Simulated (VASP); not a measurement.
# CdSe: optical spectrum of independent particles, by spin-orbit coupling

CdSe, F-43m (no. 216), 2 atoms in the cell.

| Spin-orbit coupling | ε at zero frequency, electronic | Mean energy of the absorption, weighted by Im ε (eV) | Refractive index at 1064 nm | Direct gap on the mesh (eV) | Time (s) |
|---|---|---|---|---|---|
| no | 5.24 | 6.70 | 2.35 | 1.90 | 33 |
| yes | 5.26 | 6.69 | 2.36 | 1.79 | 248 |

Limits: The 8×8×8 mesh is coarse for a spectrum: peaks stand apart that a denser mesh merges, and ε at zero frequency can be far too high; row 1: spin-orbit coupling is left out, which can matter with atoms this heavy; the pull between electron and hole is left out.

## Input of the first row

INCAR.step1:
```
PREC     = Accurate       # precision mode
ENCUT    = 320            # plane-wave cutoff, eV
ISMEAR   = 0              # smearing method
SIGMA    = 0.02           # smearing width, eV
EDIFF    = 1E-5           # SCF threshold, eV
LASPH    = True           # aspherical terms in the spheres
KPAR     = 4            
LWAVE    = True           # write WAVECAR
LCHARG   = False          # write CHGCAR
NBANDS   = 25             # bands
```

INCAR.step2, as INCAR.step1 but for:
```
- EDIFF = 1E-5
+ EDIFF = 1E-7
+ LOPTICS = True
+ ALGO = Normal
+ NEDOS = 2000
+ CSHIFT = 0.1
+ METAGGA = MBJ
+ ISTART = 1
```

KPOINTS:
```
k-points
0
Gamma
  8 8 8
```

POSCAR:
```
CdSe
1.0
    0.0000000000      3.0702711986      3.0702711986
    3.0702711986      0.0000000000      3.0702711986
    3.0702711986      3.0702711986      0.0000000000
Cd Se
1 1
Direct
    0.0000000000      0.0000000000      0.0000000000
    0.2500000000      0.2500000000      0.2500000000
```

Commands (each step's output is kept before the next begins):
```
cat potpaw_PBE.64/Cd/POTCAR potpaw_PBE.64/Se/POTCAR > POTCAR
cp INCAR.step1 INCAR
mpirun -np 4 vasp_std > vasp.out
cp INCAR.step2 INCAR
mpirun -np 4 vasp_std > vasp.out
```

Changes of the last row against the first:
```
(all steps)
- NBANDS = 25
+ NBANDS = 50
+ LSORBIT = True
+ MAGMOM = 6*0
+ GGA_COMPAT = False
- vasp_std
+ vasp_ncl
```

VASP 6.6.1 took 33 s on 4 cores (Intel Xeon 6975P-C (Granite Rapids)), a shared host.
